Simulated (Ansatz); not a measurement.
Space group Im-3m (No. 229). a = 3.305 Å, b = 3.305 Å, c = 3.305 Å, α = 90.00°, β = 90.00°, γ = 90.00°
| atom | site | symmetry | x | y | z |
| --- | --- | --- | --- | --- | --- |
| Nb | 2a | m-3m | 0.0000 | 0.0000 | 0.0000 |

Equation of state of this Nb structure (not necessarily the ground state), with shape and atoms relaxed at each volume where symmetry leaves them free. It has no gap at any of these volumes. Theory: DFT r2SCAN, scalar-relativistic, plane waves, PAW (Ansatz 0.2.0).

Plane waves to 500 eV, a k mesh through Γ of 18×18×18 on the computed 1-atom cell and Gaussian smearing (0.10 eV); no spin polarisation.

```tsv
V (Å³/atom)	E − E(largest V) (meV/atom)	P (GPa)
16.961	5.68	11.91
17.502	-23.28	5.56
18.043	-32.35	0.00
18.584	-23.95	-4.91
19.126	0.00	-9.23
```

Q: Fit a third-order Birch–Murnaghan equation to E(V).

A: V0 = 18.04 Å³/atom, B0 = 173 GPa, B0' = 3.1.

Cost: 5 runs of about 0.75 core-minutes in all, on Arm Neoverse V2 (shared hosts).